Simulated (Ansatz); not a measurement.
## The perfect armchair graphene nanoribbon (N = 16, H edges)

What gap, if any, does the armchair graphene nanoribbon (N = 16, H edges) have, and how does it change under strain?

Main program and level: Ansatz 0.2.0; DFT PBE, plane waves, PAW; relaxation of a wire's period, in the first sound run; inputs show where later runs differ.

Most raw output is cut from this account.

## (1) Starting point

The cell holds 36 atoms: 32 C and 4 H. Cell: a = 27.300 Å, b = 7.000 Å, c = 4.260 Å, α = 90.0°, β = 90.0°, γ = 90.0°. Vacuum lies along a and b. The structure's axis is c.

## (2) The relaxed wire

Band widths follow the bond lengths, so the wire is relaxed first. The atoms and the third cell vector are free; the box across stays fixed as vacuum. A Fermi-Dirac smearing is set since the result may be a metal. The pressure printed is a third of the stress's trace over the whole box, vacuum included; only the stress along the axis is relaxed.

File input.yaml:

```yaml
crystal:
  lattice:
    - [27.3, 0.0, 0.0]
    - [0.0, 7.0, 0.0]
    - [0.0, 0.0, 4.26]
  atoms:
    - { symbol: C, position: [0.162148248, 0.5, 0.0] }
    - { symbol: C, position: [0.252240268, 0.5, 0.0] }
    - { symbol: C, position: [0.342332288, 0.5, 0.0] }
    - { symbol: C, position: [0.432424309, 0.5, 0.0] }
    - { symbol: C, position: [0.522516329, 0.5, 0.0] }
    - { symbol: C, position: [0.612608349, 0.5, 0.0] }
    - { symbol: C, position: [0.702700369, 0.5, 0.0] }
    - { symbol: C, position: [0.792792389, 0.5, 0.0] }
[... 24 atom lines left out ...]
    - { symbol: C, position: [0.747746379, 0.5, 0.833333333] }
    - { symbol: C, position: [0.837838399, 0.5, 0.833333333] }
    - { symbol: H, position: [0.128205128, 0.5, 0.874413146] }
    - { symbol: H, position: [0.871781519, 0.5, 0.958920188] }
kpoints:
  mp_grid: { grid: [1, 1, 19] }
scf:
  occupations: { method: fermi_dirac, width: 0.05 }
hamiltonian:
  xc: pbe
relax:
  cell: { fix: [a, b, alpha, beta, gamma] }
  max_steps: 45
  f_tol: 0.03
```

Command:

```
ansatz run input.yaml --threads 4 --pin off --max-ram 16384MiB --backend cpu --events-out ev --progress --plain --runs-dir out
```

Elapsed: 82 s, on 4 threads of Arm Neoverse V1, shared host; peak memory 2.4 GiB.

Step by step:

```csv
step,energy less that of the first step (eV),largest force component (eV/Å),pressure (GPa),volume (Å³)
1,0.0000,2.3889,0.75,814.09
2,-0.1992,0.7359,0.24,817.78
3,-0.2167,0.0604,0.07,818.56
4,-0.2168,0.0104,0.03,818.67
5*,-0.2225,0.0108,0.04,818.67
```

Relaxation steps marked * repeat the geometry before them on a plane-wave basis chosen anew for their cell, so energy and pressure can jump there.

The run keeps the 8 symmetry operations that it works with, so distortions that break them were not tested.

```csv
cell as run,before,after,change
c (Å),4.260,4.284,+0.6 %
```

The atoms that moved most (Å, along periodic axes as changes of fractional coordinates times the final cell, across vacuum about the mean position):

```csv
atom,dx,dy,dz,length
H36,0.027,0.000,-0.052,0.059
H18,-0.027,0.000,-0.052,0.059
H17,0.027,0.000,0.052,0.059
H35,-0.027,0.000,0.052,0.059
C1,0.004,0.000,0.029,0.029
C9,0.004,0.000,-0.029,0.029
C26,-0.004,0.000,0.029,0.029
C34,-0.004,0.000,-0.029,0.029
```

This step gave:

```
cell length along the wire : 4.284 Å
```

The cell's length comes to 4.284 Å with spin left out.

## (3) The wire at its relaxed period

This step: DFT PBE, plane waves, PAW; bands of a perfect wire (Ansatz 0.2.0).

At the relaxed period the bands are computed along the axis; those that cross an energy going forward count the channels that a perfect wire would open there.

File input.yaml:

```yaml
crystal:
  lattice:
    - [27.3, 0.0, 0.0]
    - [0.0, 7.0, 0.0]
    - [0.0, 0.0, 4.2839806497]
  atoms:
    - { symbol: C, position: [0.162294003, 0.5, 0.006814287] }
    - { symbol: C, position: [0.251522473, 0.5, 0.999838846] }
    - { symbol: C, position: [0.341994516, 0.5, 0.999784843] }
    - { symbol: C, position: [0.432283247, 0.5, 0.000403487] }
    - { symbol: C, position: [0.522547325, 0.5, 0.999967026] }
    - { symbol: C, position: [0.612925213, 0.5, 1.2937e-05] }
    - { symbol: C, position: [0.703129706, 0.5, 0.00071121] }
    - { symbol: C, position: [0.793549644, 0.5, 0.99894315] }
[... 24 atom lines left out ...]
    - { symbol: C, position: [0.748477527, 0.5, 0.833494487] }
    - { symbol: C, position: [0.837705997, 0.5, 0.826519046] }
    - { symbol: H, position: [0.127211965, 0.5, 0.886625656] }
    - { symbol: H, position: [0.872788035, 0.5, 0.946707677] }
kpoints:
  mp_grid: { grid: [1, 1, 19] }
  band_path: { path: ["Γ", Z], npoints: 90 }
scf:
  occupations: { method: fermi_dirac, width: 0.05 }
hamiltonian:
  xc: pbe
output:
  dos: { e_range: [-5, 4] }
  write_potential: true
  write_density: true
  volumetric_format: npy
```

Run time: 2.1 min. Hardware: 4 threads; peak memory 4.2 GiB.

This step gave:

```yaml
band_gap: 0.7079 eV
```

The electronic bands at the labelled points (eV, zero at the Fermi level; v1 is the highest filled band, c1 the lowest empty one):

```csv
point,v4,v3,v2,v1,c1,c2,c3,c4
Γ,-1.28,-1.14,-0.48,-0.35,0.36,0.46,1.04,1.30
halfway,-2.33,-2.23,-1.87,-1.78,1.50,1.70,1.93,2.30
Z,-2.90,-2.90,-2.45,-2.45,1.84,1.84,2.43,2.43
```

The gap is 0.708 eV, with spin left out.

The path shows a direct gap of 0.71 eV (valence top at Γ, conduction bottom at Γ).

## (4) Strain along the wire, period over the relaxed period 0.96, k-mesh 1×1×15

This step: DFT PBE, plane waves, PAW; relaxation at a fixed period (Ansatz 0.2.0).

The period is set to 0.96 times the relaxed one and the atoms relax within it: strain changes bond lengths and angles, which shifts the bands against each other. Against the first PBE run of this kind, the mesh along the wire has 15 points against 19.

The cell differs from the one that the last finished run ended in (c 4.284 → 4.113 Å).

input.yaml, as its differences from that of step 3:

```diff
@@ -4,3 +4,3 @@
     - [0.0, 7.0, 0.0]
-    - [0.0, 0.0, 4.2839806497]
+    - [0.0, 0.0, 4.1126214237]
   atoms:
@@ -43,3 +43,3 @@
 kpoints:
-  mp_grid: { grid: [1, 1, 19] }
+  mp_grid: { grid: [1, 1, 15] }
   band_path: { path: ["Γ", Z], npoints: 90 }
@@ -49,6 +49,6 @@
   xc: pbe
+relax:
+  max_steps: 40
+  f_tol: 0.02
 output:
-  dos: { e_range: [-5, 4] }
-  write_potential: true
-  write_density: true
-  volumetric_format: npy
+  stress: true
```

The job ended after 2.2 min (4 threads; peak memory 4.1 GiB; 8.9 min of CPU time).

The steps of the relaxation:

```csv
step,energy less that of the first step (eV),largest force component (eV/Å)
1,0.0000,1.7508
2,-0.1813,0.4406
3,-0.2092,0.0663
4,-0.2095,0.0090
```

Forces are held to the 8 operations that the run works with; a distortion that breaks them can't arise in this run.

The atoms that moved most (Å):

```csv
atom,dx,dy,dz,length
H18,-0.071,0.000,0.048,0.086
H36,0.071,0.000,0.048,0.086
H35,-0.071,0.000,-0.048,0.086
H17,0.071,0.000,-0.048,0.086
C9,-0.082,0.000,0.016,0.084
C34,0.082,0.000,0.016,0.084
C1,-0.082,0.000,-0.016,0.084
C26,0.082,0.000,-0.016,0.084
```

The relaxed structure:

```xyz
36
Lattice="27.3000 0.0000 0.0000 0.0000 7.0000 0.0000 0.0000 0.0000 4.1126" Properties=species:S:1:pos:R:3
C     4.3485    3.5000    0.0119
C     6.8133    3.5000    4.1049
C     9.3031    3.5000    4.1054
C    11.7867    3.5000   -0.0052
C    14.2702    3.5000    4.1059
C    16.7571    3.5000   -0.0068
C    19.2394    3.5000   -0.0040
C    21.7254    3.5000    4.1012
C     4.3485    3.5000    1.3590
C     6.8133    3.5000    1.3786
C     9.3031    3.5000    1.3781
C    11.7867    3.5000    1.3760
C    14.2702    3.5000    1.3776
C    16.7571    3.5000    1.3777
C    19.2394    3.5000    1.3749
C    21.7254    3.5000    1.3823
H    23.8981    3.5000    1.5419
H     3.4019    3.5000    1.8853
C     5.5746    3.5000    2.0449
C     8.0606    3.5000    2.0523
C    10.5429    3.5000    2.0495
C    13.0298    3.5000    2.0496
C    15.5133    3.5000    2.0511
C    17.9969    3.5000    2.0491
C    20.4867    3.5000    2.0486
C    22.9515    3.5000    2.0682
C     5.5746    3.5000    3.4386
C     8.0606    3.5000    3.4312
C    10.5429    3.5000    3.4340
C    13.0298    3.5000    3.4339
C    15.5133    3.5000    3.4324
C    17.9969    3.5000    3.4344
C    20.4867    3.5000    3.4349
C    22.9515    3.5000    3.4153
H     3.4019    3.5000    3.5982
H    23.8981    3.5000    3.9416
```

Numbers from this step:

```yaml
energy_at_zero_smearing: -8091.8689 eV
band_gap: 0.5324 eV
```

Electronic bands along the path, in eV, zero at the Fermi level; v1 is the highest filled band, c1 the lowest empty one:

```csv
point,v4,v3,v2,v1,c1,c2,c3,c4
Γ,-1.44,-0.93,-0.62,-0.27,0.27,0.56,0.94,1.39
halfway,-2.53,-2.39,-2.01,-2.01,1.50,1.66,1.95,2.28
Z,-3.15,-3.15,-2.72,-2.72,1.75,1.75,2.34,2.34
```

The gap is 0.532 eV, against 0.708 eV under PBE at the relaxed period.

## (5) At a strained period, period over the relaxed period 0.98, k-mesh 1×1×15

The period is set to 0.98 times the relaxed one and the atoms relax within it: strain changes bond lengths and angles, which shifts the bands against each other. Against the first PBE run of this kind, the mesh along the wire has 15 points against 19.

The cell differs from the one that the last finished run ended in (c 4.113 → 4.198 Å).

input.yaml, as its differences from that of step 4:

```diff
@@ -4,3 +4,3 @@
     - [0.0, 7.0, 0.0]
-    - [0.0, 0.0, 4.1126214237]
+    - [0.0, 0.0, 4.1983010367]
   atoms:
```

The job ended after 2.4 min (4 threads; peak memory 4.2 GiB).

Relaxation path:

```csv
step,energy less that of the first step (eV),largest force component (eV/Å)
1,0.0000,0.7680
2,-0.0396,0.2026
3,-0.0452,0.0300
4,-0.0453,0.0040
```

The run keeps the 8 symmetry operations that it works with, so distortions that break them were not tested.

The atoms that moved most (Å):

```csv
atom,dx,dy,dz,length
H36,0.033,0.000,0.026,0.042
H18,-0.033,0.000,0.026,0.042
H17,0.033,0.000,-0.026,0.042
H35,-0.033,0.000,-0.026,0.042
C9,-0.039,0.000,0.008,0.040
C34,0.039,0.000,0.008,0.040
C1,-0.039,0.000,-0.008,0.040
C26,0.039,0.000,-0.008,0.040
```

The relaxed structure:

```xyz
36
Lattice="27.3000 0.0000 0.0000 0.0000 7.0000 0.0000 0.0000 0.0000 4.1983" Properties=species:S:1:pos:R:3
C     4.3915    3.5000    0.0205
C     6.8415    3.5000    4.1946
C     9.3208    3.5000    4.1946
C    11.7944    3.5000   -0.0013
C    14.2676    3.5000    4.1952
C    16.7444    3.5000   -0.0030
C    19.2161    3.5000    0.0000
C    21.6927    3.5000    4.1906
C     4.3915    3.5000    1.3789
C     6.8415    3.5000    1.4032
C     9.3208    3.5000    1.4031
C    11.7944    3.5000    1.4007
C    14.2676    3.5000    1.4025
C    16.7444    3.5000    1.4024
C    19.2161    3.5000    1.3995
C    21.6927    3.5000    1.4071
H    23.8600    3.5000    1.5973
H     3.4400    3.5000    1.9012
C     5.6073    3.5000    2.0914
C     8.0839    3.5000    2.0991
C    10.5556    3.5000    2.0961
C    13.0324    3.5000    2.0961
C    15.5056    3.5000    2.0979
C    17.9792    3.5000    2.0955
C    20.4585    3.5000    2.0954
C    22.9085    3.5000    2.1196
C     5.6073    3.5000    3.5063
C     8.0839    3.5000    3.4986
C    10.5556    3.5000    3.5016
C    13.0324    3.5000    3.5017
C    15.5056    3.5000    3.4998
C    17.9792    3.5000    3.5023
C    20.4585    3.5000    3.5023
C    22.9085    3.5000    3.4781
H     3.4400    3.5000    3.6965
H    23.8600    3.5000    4.0004
```

The electronic bands at the labelled points (eV, zero at the Fermi level; v1 is the highest filled band, c1 the lowest empty one):

```csv
point,v4,v3,v2,v1,c1,c2,c3,c4
Γ,-1.43,-1.03,-0.48,-0.37,0.37,0.46,1.00,1.40
halfway,-2.37,-2.35,-1.93,-1.89,1.51,1.69,1.95,2.30
Z,-3.02,-3.02,-2.58,-2.58,1.81,1.81,2.40,2.40
```

The gap is 0.744 eV, against 0.708 eV under PBE at the relaxed period.

## (6) At a strained period, period over the relaxed period 1.02, k-mesh 1×1×14

The period is set to 1.02 times the relaxed one and the atoms relax within it: strain changes bond lengths and angles, which shifts the bands against each other. Against the first PBE run of this kind, the mesh along the wire has 14 points against 19.

The cell differs from the one that the last finished run ended in (c 4.198 → 4.370 Å).

input.yaml, as its differences from that of step 5:

```diff
@@ -4,3 +4,3 @@
     - [0.0, 7.0, 0.0]
-    - [0.0, 0.0, 4.1983010367]
+    - [0.0, 0.0, 4.3696602627]
   atoms:
@@ -43,3 +43,3 @@
 kpoints:
-  mp_grid: { grid: [1, 1, 15] }
+  mp_grid: { grid: [1, 1, 14] }
   band_path: { path: ["Γ", Z], npoints: 90 }
```

The job ended after 2.8 min (4 threads; peak memory 4.3 GiB; 11 min of CPU time).

The steps of the relaxation:

```csv
step,energy less that of the first step (eV),largest force component (eV/Å)
1,0.0000,0.6052
2,-0.0300,0.1897
3,-0.0332,0.0343
4,-0.0332,0.0081
```

Forces are held to the 8 operations that the run works with; a distortion that breaks them can't arise in this run.

The atoms that moved most (Å):

```csv
atom,dx,dy,dz,length
H17,-0.029,0.000,0.027,0.040
H35,0.029,0.000,0.027,0.040
H36,-0.029,0.000,-0.027,0.040
H18,0.029,0.000,-0.027,0.040
C26,-0.035,0.000,0.008,0.036
C1,0.035,0.000,0.008,0.036
C34,-0.035,0.000,-0.008,0.036
C9,0.035,0.000,-0.008,0.036
```

The relaxed structure:

```xyz
36
Lattice="27.3000 0.0000 0.0000 0.0000 7.0000 0.0000 0.0000 0.0000 4.3697" Properties=species:S:1:pos:R:3
C     4.4657    3.5000    0.0382
C     6.8883    3.5000    4.3710
C     9.3500    3.5000    4.3703
C    11.8073    3.5000    0.0038
C    14.2637    3.5000    4.3714
C    16.7229    3.5000    0.0021
C    19.1774    3.5000    0.0053
C    21.6391    3.5000    4.3670
C     4.4657    3.5000    1.4183
C     6.8883    3.5000    1.4552
C     9.3500    3.5000    1.4559
C    11.8073    3.5000    1.4528
C    14.2637    3.5000    1.4548
C    16.7229    3.5000    1.4544
C    19.1774    3.5000    1.4513
C    21.6391    3.5000    1.4592
H    23.7981    3.5000    1.7164
H     3.5019    3.5000    1.9250
C     5.6609    3.5000    2.1822
C     8.1226    3.5000    2.1901
C    10.5771    3.5000    2.1870
C    13.0363    3.5000    2.1866
C    15.4927    3.5000    2.1886
C    17.9500    3.5000    2.1855
C    20.4117    3.5000    2.1861
C    22.8343    3.5000    2.2230
C     5.6609    3.5000    3.6440
C     8.1226    3.5000    3.6361
C    10.5771    3.5000    3.6393
C    13.0363    3.5000    3.6397
C    15.4927    3.5000    3.6376
C    17.9500    3.5000    3.6407
C    20.4117    3.5000    3.6401
C    22.8343    3.5000    3.6032
H     3.5019    3.5000    3.9012
H    23.7981    3.5000    4.1098
```

The electronic bands at the labelled points (eV, zero at the Fermi level; v1 is the highest filled band, c1 the lowest empty one):

```csv
point,v4,v3,v2,v1,c1,c2,c3,c4
Γ,-1.26,-1.15,-0.60,-0.24,0.24,0.55,1.09,1.19
halfway,-2.31,-2.11,-1.81,-1.68,1.47,1.69,1.89,2.29
Z,-2.79,-2.79,-2.33,-2.33,1.84,1.84,2.45,2.45
```

The gap is 0.476 eV, against 0.708 eV under PBE at the relaxed period.

## (7) Strain along the wire, period over the relaxed period 1.04, k-mesh 1×1×14

The period is set to 1.04 times the relaxed one and the atoms relax within it: strain changes bond lengths and angles, which shifts the bands against each other. Against the first PBE run of this kind, the mesh along the wire has 14 points against 19.

The cell differs from the one that the last finished run ended in (c 4.370 → 4.455 Å).

input.yaml, as its differences from that of step 6:

```diff
@@ -4,3 +4,3 @@
     - [0.0, 7.0, 0.0]
-    - [0.0, 0.0, 4.3696602627]
+    - [0.0, 0.0, 4.4553398757]
   atoms:
```

Elapsed: 2.5 min, on 4 threads; peak memory 4.4 GiB; 9.9 min of CPU time.

Step by step:

```csv
step,energy less that of the first step (eV),largest force component (eV/Å)
1,0.0000,1.0293
2,-0.1065,0.3427
3,-0.1164,0.0625
4,-0.1165,0.0196
```

Forces are held to the 8 operations that the run works with; a distortion that breaks them can't arise in this run.

The atoms that moved most (Å):

```csv
atom,dx,dy,dz,length
H35,0.054,0.000,0.056,0.078
H17,-0.054,0.000,0.056,0.078
H18,0.054,0.000,-0.056,0.078
H36,-0.054,0.000,-0.056,0.078
C26,-0.067,0.000,0.017,0.069
C1,0.067,0.000,0.017,0.069
C34,-0.067,0.000,-0.017,0.069
C9,0.067,0.000,-0.017,0.069
```

The relaxed structure:

```cif
data_structure
_symmetry_space_group_name_H-M 'P 1'
_symmetry_Int_Tables_number 1
_cell_length_a 27.3000
_cell_length_b 7.0000
_cell_length_c 4.4553
_cell_angle_alpha 90.000
_cell_angle_beta 90.000
_cell_angle_gamma 90.000
_cell_volume 851.42
loop_
_atom_site_label
_atom_site_type_symbol
_atom_site_fract_x
_atom_site_fract_y
_atom_site_fract_z
_atom_site_occupancy
C1 C 0.16475 0.50000 0.01058 1
C2 C 0.25302 0.50000 0.00053 1
C3 C 0.34292 0.50000 0.00028 1
C4 C 0.43270 0.50000 0.00099 1
C5 C 0.52243 0.50000 0.00060 1
C6 C 0.61223 0.50000 0.00076 1
C7 C 0.70188 0.50000 0.00140 1
C8 C 0.79186 0.50000 0.99956 1
C9 C 0.16475 0.50000 0.32275 1
C10 C 0.25302 0.50000 0.33281 1
C11 C 0.34292 0.50000 0.33305 1
C12 C 0.43270 0.50000 0.33234 1
C13 C 0.52243 0.50000 0.33273 1
C14 C 0.61223 0.50000 0.33258 1
C15 C 0.70188 0.50000 0.33193 1
C16 C 0.79186 0.50000 0.33378 1
H17 H 0.87081 0.50000 0.39923 1
H18 H 0.12919 0.50000 0.43410 1
C19 C 0.20814 0.50000 0.49956 1
C20 C 0.29812 0.50000 0.50140 1
C21 C 0.38777 0.50000 0.50076 1
C22 C 0.47757 0.50000 0.50060 1
C23 C 0.56730 0.50000 0.50099 1
C24 C 0.65708 0.50000 0.50028 1
C25 C 0.74698 0.50000 0.50053 1
C26 C 0.83525 0.50000 0.51058 1
C27 C 0.20814 0.50000 0.83378 1
C28 C 0.29812 0.50000 0.83193 1
C29 C 0.38777 0.50000 0.83258 1
C30 C 0.47757 0.50000 0.83273 1
C31 C 0.56730 0.50000 0.83234 1
C32 C 0.65708 0.50000 0.83305 1
C33 C 0.74698 0.50000 0.83281 1
C34 C 0.83525 0.50000 0.82275 1
H35 H 0.12919 0.50000 0.89923 1
H36 H 0.87081 0.50000 0.93410 1
```

The gap is 0.238 eV, against 0.708 eV under PBE at the relaxed period.

## (8) Strain along the wire, period over the relaxed period 1.06, k-mesh 1×1×14

The period is set to 1.06 times the relaxed one and the atoms relax within it: strain changes bond lengths and angles, which shifts the bands against each other. Against the first PBE run of this kind, the mesh along the wire has 14 points against 19.

The cell differs from the one that the last finished run ended in (c 4.455 → 4.541 Å).

input.yaml, as its differences from that of step 7:

```diff
@@ -4,3 +4,3 @@
     - [0.0, 7.0, 0.0]
-    - [0.0, 0.0, 4.4553398757]
+    - [0.0, 0.0, 4.5410194886]
   atoms:
```

Wall time 2.6 min (4 threads); peak memory 4.5 GiB.

Electronic bands along the path, in eV, zero at the Fermi level; # counts the bands kept:

```csv
point,#37,#38,#39,#40,#41,#42,#43,#44
Γ,-1.51,-0.88,-0.84,-0.02,0.02,0.73,0.96,1.21
halfway,-2.27,-1.87,-1.70,-1.48,1.40,1.65,1.81,2.26
Z,-2.57,-2.57,-2.08,-2.08,1.81,1.81,2.43,2.43
```

The gap is 0.0327 eV, against 0.708 eV under PBE at the relaxed period.

## (9) Side by side

Times are for 4 threads of Arm Neoverse V1, shared host. Results by setting:

```csv
no.,period over the relaxed period,k-mesh,free energy less the lowest (eV),pressure (GPa),band gap (eV),time,memory (GiB)
1,0.96,1×1×15,1.136,4.989,0.5324,2.2 min,4.1
2,0.98,1×1×15,0.02201,2.403,0.7444,2.4 min,4.2
3,1.02,1×1×14,0,-2.092,0.4757,2.8 min,4.3
4,1.04,1×1×14,0.9568,-4.001,0.2377,2.5 min,4.4
5,1.06,1×1×14,2.461,-5.664,0.03270,2.6 min,4.5
```

## (10) Outcome

| Property | Result |
| --- | --- |
| cell length, PBE | 4.284 Å |
| gap, PBE | 0.708 eV |
| gap, period scaled by 0.96 | 0.532 eV |
| gap, period scaled by 0.98 | 0.744 eV |
| gap, period scaled by 1.02 | 0.476 eV |
| gap, period scaled by 1.04 | 0.238 eV |
| gap, period scaled by 1.06 | 0.0327 eV |

In words: Under PBE the cell's length is 4.28 Å, and a gap of 0.71 eV makes it a semiconductor. Strain matters: under PBE the gap goes from 0.71 eV to 0.532 eV at 0.96 times the period, 0.744 eV at 0.98 times the period, 0.476 eV at 1.02 times the period, 0.238 eV at 1.04 times the period and 0.0327 eV at 1.06 times the period. Where the gap is under about 0.35 eV, the smearing of 0.05 eV partly fills the band edges in the SCF.

[Logs are printed without paths, hosts, clocks, repeated set-up lines and the standing remarks that a program may print on its own settings, such as how far it seeks lower states.]

[Hosts, paths, dates, database ids (printed as entryN), source tags and the programs' standing remarks are cut or masked in the printed files.]
